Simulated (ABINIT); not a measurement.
Runs of ABINIT 10.8.3 (patched build) on SiC (Moissanite). The structure is hexagonal, space group P6_3mc (No. 186). The conventional cell has a = 3.076 Å, b = 3.076 Å, c = 5.048 Å, α = 90.00°, β = 90.00°, γ = 120.00°. Si (site symmetry 3m) is surrounded by 4 C at 1.87 to 1.94 Å. Around C (site symmetry 3m) lie 4 Si at 1.87 to 1.94 Å. 

```tsv
task	level	potentials or basis	cell	k mesh	cutoff (eV)	smearing	dispersion computed by	fine-grid cutoff	most SCF steps	cell freedom (optcell)	cutoff smearing ecutsm (Ha)	gap on the mesh (eV)	V0 of scaled cells (Å³/atom)	B0 (GPa)
equation of state	RPBE+D3	JTH PAW PBE v2.0	as given	10 × 10 × 5	517	fermi-dirac 0.05 eV	simple-dftd3 1.7.0	1034.03 eV	-	-	-	-	(a)	214
equation of state	WC	PseudoDojo NC SR PBEsol v0.4.1 standard	as given	10 × 10 × 5	1116	fermi-dirac 0.05 eV	-	-	-	-	-	-	10.38	220
single point	PBE0	SG15 NC PBE v1.2	as given	8 × 8 × 4	816	fixed	-	-	60	-	-	4.20	-	-
equation of state	HCTH407	PseudoDojo NC SR PBE v0.4.1 standard	as given	10 × 10 × 5	1116	fermi-dirac 0.05 eV	-	-	-	-	-	-	(b)	215
relaxation of cell and atoms	BLYP+D3(BJ)	JTH PAW PBE v2.0	relaxed	10 × 10 × 5	517	fermi-dirac 0.05 eV	-	1034.03 eV	-	1	0.5	2.75	-	-
```

Alike in all rows: no spin polarisation.

Estimate the missing entries.

(a) 10.44; (b) 10.28.

Caveats: pressures at fixed basis lie under the slope of the energies (some runs); the cell was scaled at fixed shape and fractional positions, which overstates the stiffness of a crystal with free parameters, most of all of layers and chains (some runs); the potentials were made for another functional, which shifts forces and pressure (some runs); the PAW data sets were made with another functional, which shifts forces and pressure a little (some runs); an odd mesh through Γ misses points on the zone boundary, where band edges often lie (some runs).

Runs at the PBE level aren't shown here.
